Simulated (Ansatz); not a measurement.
Crystal: TePt.

```
CELL_PARAMETERS angstrom
1.98157 1.14406 6.66103
-1.98157 1.14406 6.66103
0.00000 -2.28812 6.66103
ATOMIC_POSITIONS crystal
Pt 0.12967 0.12967 0.12967
Pt 0.87033 0.87033 0.87033
Te 0.40200 0.40200 0.40200
Te 0.59800 0.59800 0.59800
```

| Property | Result |
| --- | --- |
| Program | Ansatz 0.2.0 |
| Task | relaxation of cell and atoms |
| Functional | BLYP |
| Potentials or basis | Ansatz PAW |
| Cutoff | 420 eV (not typed: the program's choice for these potentials) |
| k mesh | 8 × 8 × 8 |
| Occupations | fermi-dirac, width 0.05 eV |
| Spin | no spin polarisation |

At the start: volume 22.65 Å³/atom.

How do energy, volume and symmetry change on relaxing?

It ends after 11 steps and the volume is 27.12 Å³/atom (+19.7 %); space group R-3m (No. 166, to 0.05 Å).

Step by step:
```tsv
step	energy change (eV)	largest force (eV/Å)	volume (Å³)
1	0.0000	0.8247	90.60
2	-0.2690	0.7515	103.72
3	-0.3663	0.2573	106.81
4	-0.4096	0.0370	105.99
5	-0.4100	0.0072	106.31
6	-0.4100	0.0007	106.51
7	-0.4176	0.0019	106.51
8	-0.4188	0.0023	107.42
9	-0.4191	0.0020	108.25
10	-0.4191	0.0032	108.46
11	-0.4195	0.0032	108.46
```

Final structure:
```
Pt Te
1.0
     2.03644    1.17574    7.55010
    -2.03644    1.17574    7.55010
     0.00000   -2.35147    7.55010
Pt Te
2 2
Direct
  0.13220 0.13220 0.13220
  0.86780 0.86780 0.86780
  0.40966 0.40966 0.40966
  0.59034 0.59034 0.59034
```

Caveat: the volume moved by over 15 % at a fixed basis, so the end points are rough; the plane-wave basis is chosen anew once the cell has moved, so the energies of steps on either side of that aren't comparable; the volume moved by +20 % from the deposited cell, more than functionals usually miss; the PAW data sets come from PBE, with cores solved anew for the run's functional, which leaves a small shift of forces and pressure.
